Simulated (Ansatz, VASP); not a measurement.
**CdS (Hawleyite), level by level in two programs**

```xyz
2
Lattice="0.0000 2.9358 2.9358 2.9358 0.0000 2.9358 2.9358 2.9358 0.0000" Properties=species:S:1:pos:R:3 pbc="T T T"
Cd    0.0000    0.0000    0.0000
S     4.4037    4.4037    4.4037
```

Single points on this cell with VASP 6.6.1 and Ansatz 0.2.0. Each row is one pair of runs. Alike in all rows: k mesh: 8 × 8 × 8; VASP's potentials, cutoff: VASP PAW PBE potentials, release 64 (Cd, S), 520 eV.

| level | spin | smearing | Ansatz's potentials, cutoff | gap on the k mesh at the Fermi level (eV), VASP | gap on the k mesh at the Fermi level (eV), Ansatz | least direct gap on the mesh (eV), VASP | least direct gap on the mesh (eV), Ansatz | pressure (GPa), VASP | pressure (GPa), Ansatz |
| --- | --- | --- | --- | --- | --- | --- | --- | --- | --- |
| PBE+D3(BJ) | non-collinear, zero start, SOC | fermi-dirac, width 0.1 eV | PseudoDojo standard (PBE files), 1388 eV | 1.09 | 1.09 | 1.09 | 1.09 | -0.3 | -0.5 |
| PBEsol | off | fermi-dirac, width 0.05 eV | Ansatz PAW, 420 eV | 0.97 | 0.96 | 0.97 | 0.96 | -1.1 | -1.4 |
| RPBE | off | fermi-dirac, width 0.05 eV | Ansatz PAW, 420 eV | ? | 1.29 | ? | 1.29 | ? | 3.8 |
| revPBE+D3(BJ) | off | fermi-dirac, width 0.05 eV | Ansatz PAW, 420 eV | 1.24 | 1.24 | 1.24 | 1.24 | -0.7 | -1.1 |
| BLYP+D4 | off | fermi-dirac, width 0.05 eV | Ansatz PAW, 420 eV | 1.07 | 1.05 | 1.07 | 1.05 | 0.9 | 0.5 |
| r2SCAN | off | fermi-dirac, width 0.05 eV | Ansatz PAW, 500 eV | 1.55 | 1.55 | 1.55 | 1.55 | 0.5 | 0.2 |

**Question.** Fill in what VASP gave in row 3.

**Answer.** gap on the k mesh at the Fermi level (eV): 1.29; least direct gap on the mesh (eV): 1.29; pressure (GPa): 4.1.

Caveats: the PAW data sets were made with another functional, which shifts forces and pressure a little (VASP); the PAW data sets come from PBE, with cores solved anew for the run's functional, which leaves a small shift of forces and pressure (Ansatz).
